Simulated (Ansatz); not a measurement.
**Ge on a Si site in Si**

Computed with DFT PBEsol, scalar-relativistic, plane waves, PAW in Ansatz. (420 eV cutoff, 3×3×3 k-mesh, Gaussian smearing of 0.02 eV, collinear spin in charge +1, -1 alone)

Host crystal, relaxed:

```
CELL_PARAMETERS angstrom
0.00000 2.71692 2.71692
2.71692 0.00000 2.71692
2.71692 2.71692 0.00000
ATOMIC_POSITIONS crystal
Si 0.25000 0.25000 0.25000
Si 0.00000 0.00000 0.00000
```

Supercell of 32 atoms, rows in host cell vectors: 1 -3 1; -3 1 1; 1 1 -3. Atoms relax at the host's cell from a start displaced at random by 0.05 Å near the defect, so other minima may exist. The cell is small, so energies carry finite-size errors of tenths of an eV. The host's Kohn–Sham gap is 0.46 eV. Atoms are taken from and returned to the elements' standard states. Charged cells are corrected for image charges with the computed static dielectric tensor (mean 13.3) and aligned with the host's potential at far atoms (alignment terms reach 0.17 eV; the program doubts the alignment in some charges, where it is up to 0.17 eV). No band-filling term is added, and the Fermi level counts from the host's valence band top.

Starting moments were lost in some runs.

Defect: Ge on a Si site set at (0.250, 0.250, 0.250) of the host cell. Before relaxation its nearest neighbours are 4 Si at 2.35 Å.

| charge | E_f at the valence band top (eV) | over the neutral state (eV) | moment (μB) | largest move (Å) | atoms near the site |
| --- | --- | --- | --- | --- | --- |
| +1 | 0.20 | 0.16 | 0.00 | 0.04 | 4 Si at 2.39 Å |
| 0 | 0.04 | 0.00 | 0.00 | 0.04 | 4 Si at 2.39 Å |
| -1 | 0.77 | 0.74 | 0.00 | 0.04 | 4 Si at 2.39 Å |

Among the charges computed the stable one is 0 at the valence band top and stays so across the gap. In charge +1, -1 the extra carrier would gain by moving to a band edge of the host, so it isn't bound in the gap, though by less than the errors named above. In charge +1, -1 the cell has partly filled bands: a level of the defect may be part filled, the carrier may sit in the host's bands, or levels may cross between the k points, so transitions that involve it are doubtful.